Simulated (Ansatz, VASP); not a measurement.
# One calculation of AlNi, two programs

The input INCAR:

```
SYSTEM = AlNi
ALGO = Fast ; EDIFF = 1E-6
ENCUT = 520 ; GGA = PE
ISIF = 2 ; ISMEAR = 0
LASPH = .True. ; LCHARG = .False.
LREAL = .False. ; LWAVE = .False.
NBANDS = 14 ; NELM = 100
PREC = Accurate ; SIGMA = 0.15
```

Contents of KPOINTS:

```
k-points
0
Gamma
  18 18 18
  0 0 0
```

POSCAR

```
AlNi
1.0
    3.1297649604      0.0000000000      0.0000000000
    0.0000000000      3.1297649604      0.0000000000
    0.0000000000      0.0000000000      2.4412166691
Al Ni
1 1
Direct
    0.0000000000      0.0000000000      0.0000000000
    0.5000000000      0.5000000000      0.5000000000
```

Input for Ansatz:

```yaml
crystal:
  lattice:
    - [3.1297649604, 0.0, 0.0]
    - [0.0, 3.1297649604, 0.0]
    - [0.0, 0.0, 2.4412166691]
  atoms:
    - { symbol: Al, position: [0.0, 0.0, 0.0] }
    - { symbol: Ni, position: [0.5, 0.5, 0.5] }
basis:
  ecutwfc: 420
kpoints:
  mp_grid: { grid: [18, 18, 18] }
hamiltonian:
  xc: pbe
scf:
  occupations: { method: gaussian, width: 0.15 }
output:
  forces: true
  stress: true
  eigenvalues: true
```

Alike in both runs: task single point; functional PBE; k mesh 18 × 18 × 18; occupations gaussian, width 0.15 eV; no spin polarisation.

```csv
,VASP,Ansatz
version,VASP 6.6.1,Ansatz 0.2.0
potentials or method,"VASP PAW PBE potentials, release 64 (Al, Ni)","scalar-relativistic, plane waves, PAW"
plane-wave cutoff (eV),520,420
valence electrons in the cell,13,21
```

VASP gave:

```
gap on the k mesh at the Fermi level (eV)       : none
pressure (GPa)                                  : 8.2
largest component of the traceless stress (GPa) : 30.30
```

Q: Estimate Ansatz's values.

A: gap on the k mesh at the Fermi level (eV): none; pressure (GPa): 8.3; largest component of the traceless stress (GPa): 30.27.

A gap of «none» marks a metal or a gap that the smearing closes. The functional is the same, so the differences come from potentials, cutoffs and numerics. The two sets of potentials don't hold the same shells in valence.

Spin polarisation is off, so any magnetic state and its effect on volume and gap are missing.
